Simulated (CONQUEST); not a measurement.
**GaP under changes of volume**

One of the cells (20.240 Å³/atom); the others are scaled copies at fixed shape and fractional positions:

```
CELL_PARAMETERS angstrom
3.85409 0.00000 0.00000
0.00000 3.85409 0.00000
0.00000 0.00000 5.45050
ATOMIC_POSITIONS crystal
Ga 0.00000 0.00000 0.00000
Ga 0.50000 0.50000 0.50000
P 0.00000 0.50000 0.25000
P 0.50000 0.00000 0.75000
```

| Property | Result |
| --- | --- |
| Program | CONQUEST 1.3 |
| Functional | PBEsol |
| Potentials or basis | PseudoDojo NC PBEsol, DZP, grid of 36 × 36 × 60 points |
| k mesh | 7 × 7 × 5 |
| Occupations | fermi-dirac, width 0.05 eV |
| Spin | no spin polarisation |

```csv
volume (Å³/atom),energy over the lowest point (meV/atom),pressure (GPa),gap on the mesh (eV)
19.026,24.96,6.5,1.31
19.431,11.58,4.2,1.35
19.836,3.47,2.2,1.39
20.240,0.00,0.4,1.42
20.645,1.14,-1.3,1.46
21.050,6.52,-2.8,1.49
21.455,?,?,?
```

**Question.** What does the run at 21.455 Å³/atom give?

**Answer.** Energy over the lowest point 15.17 meV/atom; pressure -4.1 GPa; gap on the mesh 1.32 eV.

Worked out: A Birch-Murnaghan fit of order 3 (a polynomial in V^(-2/3)) to the other rows has its minimum at 20.34 Å³/atom with B0 = V·E''(V) = 89 GPa (rough, since the energies scatter). It gives 15.87 meV/atom at 21.455 Å³/atom, against the run's 15.17, and -dE/dV = -4.5 GPa, against -4.1. A straight line through the other rows of the gap, of slope 1.78 eV per unit of ln V, extrapolates to 1.53 eV, against the run's 1.32.

Energies are extrapolated to zero smearing.

Caveats: an odd mesh through Γ misses points on the zone boundary, where band edges often lie; the basis of atomic orbitals isn't converged, which shifts pressures, moduli and gaps; the real-space grid breaks the cell's symmetry a little (some runs). Spin-orbit coupling on Ga is left out.
